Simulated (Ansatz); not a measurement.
# LiBr: the cost of one run

Computed with Ansatz 0.2.0, driven from Python. Level of theory: DFT PBE, all-electron LAPW.

## 1. The structure

It takes space group Fm-3m (No. 225, cubic). The conventional cell has a = 5.501 Å, b = 5.501 Å, c = 5.501 Å, α = 90.00°, β = 90.00°, γ = 90.00°. Li (site symmetry m-3m) is surrounded by 6 Br at 2.75 Å. Around Br (site symmetry m-3m) lie 6 Li at 2.75 Å.

No structure file is read: the coordinates are typed or built in the script.

## 2. The code

File eos_lapw_libr.py:

```python
"""All-electron equation of state of LiBr."""

import warnings

import ansatz as az
from ase.eos import EquationOfState
from ase.units import GPa
import numpy as np

vectors0 = np.array([
    [0.0, 2.75065, 2.75065],
    [2.75065, 0.0, 2.75065],
    [2.75065, 2.75065, 0.0],
])
sites = [
    ("Li", (0.0, 0.0, 0.0)),
    ("Br", (0.5, 0.5, 0.5)),
]


def on_lattice(cell):
    crystal = az.Crystal(lattice=az.Lattice.of(cell))
    for symbol, position in sites:
        crystal = crystal.atom(symbol, position)
    return crystal


def main() -> None:
    warnings.simplefilter("ignore", az.DeckWarning)

    volumes, energies = [], []
    for scale in np.linspace(0.94, 1.06, 5):
        cell = vectors0 * scale ** (1 / 3)
        setup = (
            on_lattice(cell).calculation()
            .occupations("Fixed")
            .functional("pbe")
            .scf(tolerance=1e-05, max_iterations=100, algorithm="density_mixing")
            .kpoints(6, 6, 6)
            .pseudopotentials("all_electron", lapw=True, basis_error=0.001)
        )
        data = setup.run(threads=1).report
        volumes.append(abs(np.linalg.det(cell)) / len(sites))
        energies.append(data["free_energy_ev"] / len(sites))
        print(f"{scale:.3f} {volumes[-1]:9.4f} A^3/atom {energies[-1]:16.5f} eV/atom  (estimated basis error {1000 * data['lapw_basis_errors']['total_ev_per_atom']:.2f} meV/atom)")
    v0, e0, bulk = EquationOfState(volumes, energies, eos="birchmurnaghan").fit()
    print(f"V0 = {v0:.4f} A^3/atom, B0 = {bulk / GPa:.1f} GPa")


if __name__ == "__main__":
    main()
```

## 3. Launch

Launch:

```bash
$ python eos_lapw_libr.py
```

What time and memory should one allow on 1 thread of Arm Neoverse V1, shared host?

About 9.5 s, with a peak of 0.29 GiB.
